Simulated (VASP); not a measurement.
AlNi, 2 atoms in the cell. The structure is cubic, space group Pm-3m (No. 221). The conventional cell has a = 2.881 Å, b = 2.881 Å, c = 2.881 Å, α = 90.00°, β = 90.00°, γ = 90.00°. Around Ni (site symmetry m-3m) lie 8 Al at 2.50 Å. Al (site symmetry m-3m) has 8 Ni at 2.50 Å as nearest neighbours. 

| Property | Result |
| --- | --- |
| Program | VASP 6.6.1 |
| Task | relaxation of cell and atoms |
| Functional | PBEsol |
| Potentials or basis | VASP PAW PBE potentials, release 64 (Ni, Al) |
| Cutoff | 600 eV |
| k mesh | 8 × 8 × 8 |
| Occupations | fermi-dirac, width 0.05 eV |
| Spin | collinear spin, ferromagnetic start |
| Starting moments | [1.0, 0.0] μB |
| Ladder | gaps |
| Further INCAR settings | ALGO = Fast; EDIFF = 1e-06; IBRION = 2; EDIFFG = -0.01; NSW = 40; ISIF = 3 |

Potentials or basis: VASP PAW PBE potentials, release 64 (Ni, Al).

The run is started by

```console
$ cat potpaw_PBE.64/Ni/POTCAR potpaw_PBE.64/Al/POTCAR > POTCAR
$ mpirun -np 1 vasp_std > vasp.out
```

Hardware: 1 thread of Intel(R) Xeon(R) Platinum 8375C CPU @ 2.90GHz (Ice Lake) (shared host).

Question: How long does it take, and how much memory?

Answer: It took 26 s on 1 thread of Intel(R) Xeon(R) Platinum 8375C CPU @ 2.90GHz (Ice Lake), on a shared host, peak memory 0.16 GiB. Counts: scf iterations 34, k points 35, ion steps 3.
